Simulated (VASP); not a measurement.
The system is Hf.

```
CELL_PARAMETERS angstrom
3.19670 0.00000 0.00000
-1.59835 2.76842 0.00000
0.00000 0.00000 5.05780
ATOMIC_POSITIONS crystal
Hf 0.66667 0.33333 0.75000
Hf 0.33333 0.66667 0.25000
```

Base run:

```yaml
Program: VASP 6.6.1
Functional: r2SCAN
Potentials_or_basis: VASP PAW PBE potentials, release 64 (Hf_pv)
Cutoff: 520 eV
k_mesh: 10 × 10 × 5
Occupations: fermi-dirac, width 0.05 eV
Spin: no spin polarisation
```

Its results: pressure -0.8 GPa.

Question: The run is repeated on the same cell with these changes: functional from r2SCAN to TPSS. What comes out?

Answer: Pressure -2.2 GPa.

Caveats: the PAW data sets were made with another functional, which shifts forces and pressure a little.

Not every run made on this cell is shown here.
